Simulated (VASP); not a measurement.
Runs of VASP 6.6.1 on BeTe. It takes space group F-43m (No. 216, cubic). The conventional cell has a = 5.540 Å, b = 5.540 Å, c = 5.540 Å, α = 90.00°, β = 90.00°, γ = 90.00°. Te (site symmetry -43m) has 4 Be at 2.40 Å as nearest neighbours. Be (site symmetry -43m) has 4 Te at 2.40 Å as nearest neighbours. 

```tsv
task	level	spin	screening parameter	exchange at q = 0	gap on the mesh (eV)	pressure (GPa)
band structure	HSE06	off	0.2 1/A	-	2.52	3.1
band structure	PBE0	off	-	truncated	(b)	3.1
single point	HSE06	SOC, no magnetisation	0.2 1/A	-	-	3.2
band structure	HSE03	off	-	-	2.34	(a)
```

Alike in all rows: potentials or basis VASP PAW PBE potentials, release 64 (Te, Be); cell as given; k mesh 6 × 6 × 6; cutoff (eV) 520; smearing gaussian 0.02 eV.

Q: Fill in the values left out.

A: (a) 3.3; (b) 3.16.

Caveats: the PAW data sets were made with another functional, which shifts forces and pressure a little; spin-orbit coupling is left out, which moves the levels of the heavy elements (some runs).

A k mesh can miss the band edges, and rows without SOC leave out spin-orbit coupling on Te.
